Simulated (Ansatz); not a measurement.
What a trial cell of P relaxes into

The calculation used DFT PBE, scalar-relativistic, plane waves, PAW in Ansatz 0.2.0. Cutoff 420 eV, Gaussian smearing, Γ-centred meshes. Cell and atoms relax first on a coarse mesh and then on a finer one. In between, the cell is made exact in the group found at 0.06 Å. In metals the finer mesh still leaves noise of several meV/atom or more. The steps can't lower the symmetry of their start. No spin polarisation.

The cell of P is invented: random cell by space group and Wyckoff sites (Pmmm, No. 47). Lengths were set from tabulated atomic sizes, so they are only a guess.

```yaml
crystal:
  lattice:
    - [2.03955, 0.00000, 0.00000]
    - [0.00000, 3.06263, 0.00000]
    - [0.00000, 0.00000, 3.35712]
  atoms:
    - { symbol: P, position: [0.00000, 0.00000, 0.00000] }
```

Energies count from the standard state of P at the same level. The references include black phosphorus.

Problem. Describe the relaxed structure.

Solution. The symmetry goes from Pmmm (No. 47) to Pm-3m (No. 221). The end has the simple cubic type. The volume per atom shrinks by 30.3 %, from 21.0 to 14.6 Å³. The shortest distance goes from 2.04 Å (P–P) to 2.44 Å (P–P). The energy falls by about 1.0 eV/atom (the start's value is from the coarse mesh). Conventional cell: a = 2.444 Å. P has 6 P at 2.44 Å.

```cif
data_structure
_symmetry_space_group_name_H-M 'Pm-3m'
_symmetry_Int_Tables_number 221
_cell_length_a 2.4445
_cell_length_b 2.4445
_cell_length_c 2.4445
_cell_angle_alpha 90.000
_cell_angle_beta 90.000
_cell_angle_gamma 90.000
_cell_volume 14.61
loop_
_atom_site_label
_atom_site_type_symbol
_atom_site_symmetry_multiplicity
_atom_site_Wyckoff_symbol
_atom_site_fract_x
_atom_site_fract_y
_atom_site_fract_z
_atom_site_occupancy
P1 P 1 a 0.00000 0.00000 0.00000 1
```

Problem. Give its energy and gap.

Solution. The energy over the standard state is +0.09 eV/atom and the gap on the 22×22×22 mesh of the 1-atom cell is 0 eV (a metal).

It lies above the standard state, so it could only be metastable.

The last run used Gaussian smearing of 0.10 eV. The reference form of P is held partly by dispersion forces, which this level lacks. Symmetry constrained the relaxation, so the result can be a saddle point.
